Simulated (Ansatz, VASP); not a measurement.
As: VASP beside Ansatz

File INCAR:

```
SYSTEM = As
PREC = Accurate
ENCUT = 520
EDIFF = 1E-6
ISMEAR = 0
SIGMA = 0.05
LREAL = .False.
LASPH = .True.
NELM = 80
ALGO = Fast
ISIF = 2
LWAVE = .False.
LCHARG = .False.
LDIPOL = .True.
IDIPOL = 3
DIPOL = 0.5 0.5 0.256
GGA = PE
IVDW = 12
NBANDS = 12
```

KPOINTS

```
regular mesh
0
Gamma
  9 9 1
  0 0 0
```

File POSCAR:

```
As
1.0
    3.5713380906      0.0000000000      0.0000000000
   -1.7856690453      3.0928695120      0.0000000000
    0.0000000000      0.0000000000     20.2952802043
As
2
Direct
    0.3333333333      0.6666666667      0.2905917062
    0.6666666667      0.3333333333      0.2217264287
```

Input for Ansatz:

```yaml
crystal:
  lattice:
    - [3.5713380906, 0.0, 0.0]
    - [-1.7856690453, 3.092869512, 0.0]
    - [0.0, 0.0, 20.2952802043]
  atoms:
    - { symbol: As, position: [0.3333333333, 0.6666666667, 0.2905917062] }
    - { symbol: As, position: [0.6666666667, 0.3333333333, 0.2217264287] }
basis:
  ecutwfc: 420
kpoints:
  mp_grid: { grid: [9, 9, 1] }
hamiltonian:
  xc: pbe
  dispersion: d3bj
scf:
  occupations: { method: gaussian, width: 0.05 }
output:
  forces: true
  eigenvalues: true
  write_density: true
  write_potential: true
  elf: true
  volumetric_format: npy
efield:
  axis: 3
  dipole_correction: true
  ramp_width: 0.04
```

Alike in both runs: task single point; functional PBE; dispersion D3(BJ); k mesh 9 × 9 × 1; occupations gaussian, width 0.05 eV; no spin polarisation.

|  | VASP | Ansatz |
| --- | --- | --- |
| version | VASP 6.6.1 | Ansatz 0.2.0 |
| potentials or method | VASP PAW PBE potentials, release 64 (As) | scalar-relativistic, plane waves, PAW |
| plane-wave cutoff (eV) | 520 | 420 |
| valence electrons in the cell | 10 | 30 |

|  | VASP | Ansatz | Ansatz less VASP |
| --- | --- | --- | --- |
| gap on the k mesh at the Fermi level (eV) | 1.55 | 1.55 | -0.003 |
| least direct gap on the mesh (eV) | 2.03 | 2.05 | +0.013 |
| rms of the force components (eV/Å) | 0.053 | 0.000 | -0.0529 |

Atom by atom the forces differ by 0.053 eV/Å (rms over components). The two sets of potentials don't hold the same shells in valence.
